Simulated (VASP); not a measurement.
AlO:

```xyz
2
Lattice="2.7692 0.0000 0.0000 0.0000 2.7692 0.0000 0.0000 0.0000 2.7692" Properties=species:S:1:pos:R:3 pbc="T T T"
Al    1.3846    1.3846    1.3846
O     0.0000    0.0000    0.0000
```

The cell was built by a generator and needn't be a form met in nature.

- Program: VASP 6.6.1
- Task: relaxation of cell and atoms
- Functional: r2SCAN
- Potentials or basis: VASP PAW PBE potentials, release 64 (Al, O)
- Cutoff: 600 eV
- k mesh: 10 × 10 × 10
- Occupations: gaussian, width 0.05 eV
- Spin: no spin polarisation

At the start: pressure -4.5 GPa; volume 10.62 Å³/atom.

Task: How do energy, volume and symmetry change on relaxing?

Result: Over 3 steps the energy falls by 5.1 meV/atom and the volume is 10.26 Å³/atom (-3.3 %); space group Pm-3m (No. 221, to 0.05 Å).

Step by step:
```
step  energy change (eV)  largest force (eV/Å)  pressure (GPa)  volume (Å³)
   1              0.0000                0.0000           -4.46        21.24
   2             -0.0094                0.0000            1.28        20.34
   3             -0.0101                0.0000           -0.01        20.52
```

Final structure:
```yaml
crystal:
  lattice:
    - [2.73795, 0.00000, 0.00000]
    - [0.00000, 2.73795, 0.00000]
    - [0.00000, 0.00000, 2.73795]
  atoms:
    - { symbol: Al, position: [0.50000, 0.50000, 0.50000] }
    - { symbol: O, position: [0.00000, 0.00000, 0.00000] }
```

Caveat: the PAW data sets were made with another functional, which shifts forces and pressure a little; an odd number of electrons without spin polarisation forces a metal; a magnetic or distorted state may lie lower.
